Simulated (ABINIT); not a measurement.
# MnO2: single point with PBE

Crystal: MnO2.

```xyz
6
Lattice="2.8550 0.0000 0.0000 -1.4275 2.4725 0.0000 0.0000 0.0000 10.2217" Properties=species:S:1:pos:R:3 pbc="T T T"
Mn    0.0000    0.0000    5.1109
Mn    0.0000    0.0000    0.0000
O     1.4275    0.8242    4.1588
O     1.4275    0.8242    0.9521
O     0.0000    1.6483    6.0630
O     0.0000    1.6483    9.2697
```

Measurements of this composition are mostly on another form, of space group No. 136.

```yaml
Program: ABINIT 10.8.3 (patched build)
Task: single point
Functional: PBE
Potentials_or_basis: JTH PAW PBE v2.0
Cutoff: 707 eV
k_mesh: 11 × 11 × 3
Occupations: fermi-dirac, width 0.05 eV
Spin: collinear spin, ferromagnetic start
Starting_moments: "[4.0, 4.0, 0.0, 0.0, 0.0, 0.0] μB"
Fine-grid_cutoff: 1306.15 eV
```

```
Pressure                                              : 4.4 GPa
Largest force                                         : 0.297 eV/Å
Band gap on the k mesh                                : 0.90 eV, indirect (least direct gap 0.94 eV)
Net moment                                            : 6.00 μB per cell
Site moments                                          : Mn +2.79; O +0.05 μB
Valence electrons inside the program's atomic spheres : Mn 13.27, 13.28; O 4.53, 4.54
```

Forces on the atoms (eV/Å):
```
Mn   0.000  0.000  0.000
Mn   0.000  0.000  0.000
O    0.000  0.000 -0.297
O    0.000  0.000  0.297
O    0.000  0.000  0.297
O    0.000  0.000 -0.297
```

Stress tensor (GPa, compression positive):
```
5.02 0.00 0.00
0.00 5.02 0.00
0.00 0.00 3.02
```

Levels at points of the mesh, in eV from the valence-band top:
Spin up:
| k point | band 28 | band 29 | band 30 | band 31 | band 32 | band 33 |
| --- | --- | --- | --- | --- | --- | --- |
| (0.00, 0.00, 0.00) | -1.36 | -0.28 | -0.04 | 2.97 | 2.97 | 2.99 |
Spin down:
| k point | band 20 | band 21 | band 22 | band 23 | band 24 | band 25 | band 26 | band 27 | band 28 | band 29 |
| --- | --- | --- | --- | --- | --- | --- | --- | --- | --- | --- |
| (0.00, 0.00, 0.00) | -1.32 | -1.32 | -1.30 | -1.30 | -1.25 | 0.90 | 0.90 | 0.90 | 0.90 | 2.50 |

Run time: 9.1 min on 1 thread of Intel(R) Xeon(R) Platinum 8259CL CPU @ 2.50GHz (Skylake/Cascade Lake), with other jobs on the host, peak memory 0.33 GiB.

Caveat: an odd mesh through Γ misses points on the zone boundary, where band edges often lie; only a ferromagnetic start was run, and an antiferromagnetic order may lie lower in energy.
